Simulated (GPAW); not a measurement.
**CdS (Hawleyite): dielectric tensor with LDA**

The system is CdS (Hawleyite).

```
Cd S
1.0
     0.00000    2.93582    2.93582
     2.93582    0.00000    2.93582
     2.93582    2.93582    0.00000
Cd S
1 1
Cartesian
  0.0000 0.0000 0.0000
  4.4037 4.4037 4.4037
```

| Item | Value |
| --- | --- |
| Program | GPAW 26.7.0 |
| Task | dielectric tensor |
| Functional | LDA |
| Potentials or basis | the program's PAW data sets (release 1.2.1) made for this functional |
| Cutoff | 400 eV |
| Basis | pw |
| k mesh | 6 × 6 × 6 |
| Occupations | fermi-dirac, width 0.001 eV |
| Spin | no spin polarisation |
| Response ecut | 80 eV |
| Maxiter | 150 |
| Response k mesh | 20 × 20 × 20 |
| Response bands | 29 |
| Kernels | ["RPA"] |
| Coarser k mesh | 20 × 20 × 20 |

```json
{
  "Band gap on the k mesh": "0.80 eV, direct",
  "Electronic dielectric tensor (diagonal)": "6.54"
}
```

Electronic dielectric tensor:
```
6.54 0.00 0.00
0.00 6.54 0.00
0.00 0.00 6.54
```

Run time: 4 min on 1 thread of Intel(R) Xeon(R) Processor @ 2.50GHz (Skylake/Cascade Lake), with other jobs on the host, peak memory 0.46 GiB.

Caveat: the long-wavelength limit can be off by several per cent where d states take part. LDA gaps usually lie below the measured ones, often by a third to a half.
